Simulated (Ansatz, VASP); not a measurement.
**Si in VASP and in Ansatz**

```
Si
1.0
     0.00000    2.71058    2.71058
     2.71058    0.00000    2.71058
     2.71058    2.71058    0.00000
Si
2
Cartesian
  2.7106 2.7106 2.7106
  4.0659 4.0659 4.0659
```

Alike in both runs: functional PBE; dispersion D3(BJ); k mesh 12 × 12 × 12; occupations gaussian, width 0.02 eV; no spin polarisation.

Ansatz relaxed the structure, and its values are those at the end. VASP's run is a single point on that final structure, the one shown.

|  | VASP | Ansatz |
| --- | --- | --- |
| version | VASP 6.6.1 | Ansatz 0.2.0 |
| potentials or method | VASP PAW PBE potentials, release 64 (Si) | scalar-relativistic, plane waves, PAW |
| plane-wave cutoff (eV) | 520 | 420 |
| valence electrons in the cell | 8 | 8 |

```tsv
	VASP	Ansatz	Ansatz less VASP
gap on the k mesh at the Fermi level (eV)	0.56	0.56	-0.001
least direct gap on the mesh (eV)	2.57	2.56	-0.005
pressure (GPa)	-0.1	0.0	+0.06
```

A k mesh can miss the band edges. Expect the measured gap to be larger: semilocal functionals such as PBE lack the derivative discontinuity.
